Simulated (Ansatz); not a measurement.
Runs of Ansatz 0.2.0 on Ge. The typed cell holds 2 atoms: a = 2.968 Å, b = 2.968 Å, c = 4.197 Å, α = 90.00°, β = 90.00°, γ = 90.00°. This isn't the form of Ge at room conditions, which is diamond.

| screening (1/Å) | gap on the mesh (eV) | pressure (GPa) | largest force (eV/Å) |
| --- | --- | --- | --- |
| 0.3 | none | 7.1 | 1.42 |
| 0.4 | none | 7.4 | 1.43 |
| 0.6 | none | 7.9 | (a) |
| 0.2 | none | 6.8 | (b) |
| 0.1 | none | 6.5 | 1.39 |

Alike in all rows: task single point; level HSE06 form with a typed share of exact exchange; potentials or basis Ansatz PAW; no spin polarisation; cell a zone-boundary wave of random shape, sigma 0.15 Å; k mesh 5 × 5 × 3; cutoff (eV) 420; smearing fermi-dirac 0.05 eV; the mesh is coarse, so values aren't converged.

Estimate the missing entries.

(a) 1.46; (b) 1.40.

Caveats: all runs use coarse meshes; the PAW data sets come from PBE, with cores solved anew for the run's functional, which leaves a small shift of forces and pressure; forces of over 1 eV/Å show positions far from the minimum, so gaps and moduli don't describe the material at rest; the thresholds are loose for stress.

A k mesh can miss the band edges, and the runs leave out spin-orbit coupling on Ge.

A gap of «none» marks a metal or a gap under the smearing width.
